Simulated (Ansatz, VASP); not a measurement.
## Ge: VASP beside Ansatz

The input INCAR:

```
PREC = Accurate
ENCUT = 520
EDIFF = 1E-6
ISMEAR = -1
SIGMA = 0.05
LREAL = False
LASPH = True
NELM = 80
ALGO = Normal
ISIF = 2
LWAVE = False
LCHARG = False
GGA = PE
NBANDS = 13
```

File KPOINTS:

```
Automatic mesh
0
Gamma
  12 12 12
```

POSCAR

```
Ge
1.0
   -1.6295858483      1.6295858483      1.8978299320
    1.6295858483     -1.6295858483      1.8978299320
    1.6295858483      1.6295858483     -1.8978299320
Ge
1
Direct
    0.5000000000      0.5000000000      0.0000000000
```

File input.yaml:

```yaml
crystal:
  lattice:
    - [-1.6295858483, 1.6295858483, 1.897829932]
    - [1.6295858483, -1.6295858483, 1.897829932]
    - [1.6295858483, 1.6295858483, -1.897829932]
  atoms:
    - { symbol: Ge, position: [0.5, 0.5, 0.0] }
hamiltonian:
  xc: pbe
  pseudopotentials: { kind: paw, azcp: { folder: soft_1 } }
kpoints:
  mp_grid: { grid: [12, 12, 12] }
scf:
  occupations: { method: fermi_dirac, width: 0.05 }
output:
  forces: true
  stress: true
  eigenvalues: true
```

The cell was built by a generator and needn't be a form met in nature.

Alike in both runs: task single point; functional PBE; k mesh 12 × 12 × 12; occupations fermi-dirac, width 0.05 eV; no spin polarisation.

```csv
,VASP,Ansatz
version,VASP 6.6.1,Ansatz 0.2.0
potentials or method,"VASP PAW PBE potentials, release 64 (Ge_d)",Ansatz PAW soft_1
plane-wave cutoff (eV),520,420
valence electrons in the cell,14,14
```

Ansatz gave:

* gap on the k mesh at the Fermi level (eV): none
* pressure (GPa): -1.6
* largest component of the traceless stress (GPa): 0.59

Problem. Estimate VASP's values.

Solution. gap on the k mesh at the Fermi level (eV): none; pressure (GPa): -1.7; largest component of the traceless stress (GPa): 0.59.

A gap of «none» marks a metal or a gap that the smearing closes. With one functional, cell and mesh, what is left measures potentials, basis and numerics.
